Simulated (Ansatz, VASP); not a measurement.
# Ru: VASP beside Ansatz

File INCAR:

```
SYSTEM = Ru
PREC = Accurate
ENCUT = 520
EDIFF = 1E-7
ISMEAR = -1
SIGMA = 0.03
LREAL = .False.
LASPH = .True.
NELM = 100
ALGO = Normal
ISIF = 2
LWAVE = .False.
LCHARG = .False.
GGA = PS
NBANDS = 21
```

Contents of KPOINTS:

```
regular mesh
0
Gamma
  14 14 8
  0 0 0
```

POSCAR

```
Ru
1.0
    2.7588676960      0.0000000000      0.0000000000
   -1.3794338480      2.3892495105      0.0000000000
    0.0000000000      0.0000000000      4.3658801443
Ru
2
Direct
    0.3333333333      0.6666666667      0.2500000000
    0.6666666667      0.3333333333      0.7500000000
```

Input for Ansatz:

```yaml
crystal:
  lattice:
    - [2.758867696, 0.0, 0.0]
    - [-1.379433848, 2.3892495105, 0.0]
    - [0.0, 0.0, 4.3658801443]
  atoms:
    - { symbol: Ru, position: [0.3333333333, 0.6666666667, 0.25] }
    - { symbol: Ru, position: [0.6666666667, 0.3333333333, 0.75] }
kpoints:
  mp_grid: { grid: [14, 14, 8] }
  band_path:
    path:
      - [0.0, 0.0, 0.0]
      - [0.5, 0.0, 0.0]
      - [0.3333333333, 0.3333333333, 0.0]
      - [0.0, 0.0, 0.0]
      - [0.0, 0.0, 0.5]
      - [0.5, 0.0, 0.5]
      - [0.3333333333, 0.3333333333, 0.5]
      - [0.0, 0.0, 0.5]
      - [0.5, 0.0, 0.5]
    npoints: 5
scf:
  occupations: { method: fermi_dirac, width: 0.03 }
hamiltonian:
  xc: pbesol
  pseudopotentials: { kind: all_electron, lapw: { basis_error: 0.0005 } }
output:
  forces: true
  stress: true
  eigenvalues: true
```

Change from the starting cell: volume scaled by 1.06.

Alike in both runs: task single point; functional PBEsol; k mesh 14 × 14 × 8; occupations fermi-dirac, width 0.03 eV; no spin polarisation.

|  | VASP | Ansatz |
| --- | --- | --- |
| version | VASP 6.6.1 | Ansatz 0.2.0 |
| potentials or method | VASP PAW PBE potentials, release 64 (Ru_pv) | all-electron LAPW, scalar-relativistic |
| plane-wave cutoff (eV) | 520 | see its input |

VASP gave:

```
pressure (GPa)                                  : -22.4
largest component of the traceless stress (GPa) : 1.87
```

Task: What did Ansatz give for the same quantities?

Result: Pressure (GPa): -22.3; largest component of the traceless stress (GPa): 1.89.

Ansatz ran all-electron here, so the differences hold the error of VASP's frozen core and of both bases.

Caveats: so large a pressure means that the cell lies far from this level's equilibrium, or that cutoff or potentials fall short (VASP); the potentials were made for another functional, which shifts forces and pressure (VASP).
